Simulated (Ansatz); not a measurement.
Reactions of `CO[SiH](F)O[SiH3]`.

Isolated molecules relaxed with PBE0-D4/def2-TZVP in Ansatz; ΔE leaves out vibrations. CCSD(T)/CBS is the MP2 limit (def2-TZVPP, def2-QZVPP) plus CCSD(T) − MP2 in def2-TZVPP, frozen cores. This one scheme is used for every species. Functionals use def2-TZVPP. def2 core potentials past Kr. For Ge, In, Se, Sn outer-core shells are correlated without core-valence functions, which leaves a few kJ/mol of doubt a bond. Scalar relativity is left out up to krypton. One conformer a species, not always the lowest.

```
                                                                              reaction  CCSD(T)/CBS(def2) (eV)
             `CO[SiH](F)O[SiH3]` + `CC(=O)[SeH]` → `F[SiH]([SeH])O[SiH3]` + `COC(C)=O`                    0.08
                                    `CO[SiH](F)O[SiH3]` + H₂ → `CO[SiH2]F` + `O[SiH3]`                       ?
       `CO[SiH](F)O[SiH3]` + `C#[C][GeH2][Cl]` → `CO[SiH](F)O[SiH2]Cl` + `C#[C][GeH3]`                   -0.41
                                        `CO[SiH](F)O[SiH3]` → `CO[SiH](O)F` + `[SiH2]`                       ?
                       `CO[SiH](F)O[SiH3]` + `BC(B)C` → `BC(B)[SiH3]` + `CO[SiH](F)OC`                    1.26
            `CO[SiH](F)O[SiH3]` + `C[NH][SnH3]` → `F[SiH2]O[SiH3]` + `C[NH][SnH2][O]C`                    0.94
`CO[SiH](F)O[SiH3]` + `[OH][In]([Cl])[Cl]` → `[SiH3][O][In]([Cl])[Cl]` + `CO[SiH](O)F`                    0.04
                                 `CO[SiH](F)O[SiH3]` + H₂O → `CO[SiH](O)F` + `O[SiH3]`                    0.24
                           `CO[SiH](F)O[SiH3]` + `OCCO` → `CO[SiH](O)F` + `OCCO[SiH3]`                    0.16
              `CO[SiH](F)O[SiH3]` + `CO[SiH2]Cl` → `CO[SiH]([SiH3])Cl` + `CO[SiH](O)F`                       ?
```

Fill in the missing values. (Estimate.)

The calculation gave: `CO[SiH](F)O[SiH3]` + H₂ → `CO[SiH2]F` + `O[SiH3]`: +1.27 eV; `CO[SiH](F)O[SiH3]` → `CO[SiH](O)F` + `[SiH2]`: +3.52 eV; `CO[SiH](F)O[SiH3]` + `CO[SiH2]Cl` → `CO[SiH]([SiH3])Cl` + `CO[SiH](O)F`: +1.11 eV.

Largest T1 diagnostic: 0.014, for `[OH][In]([Cl])[Cl]`.
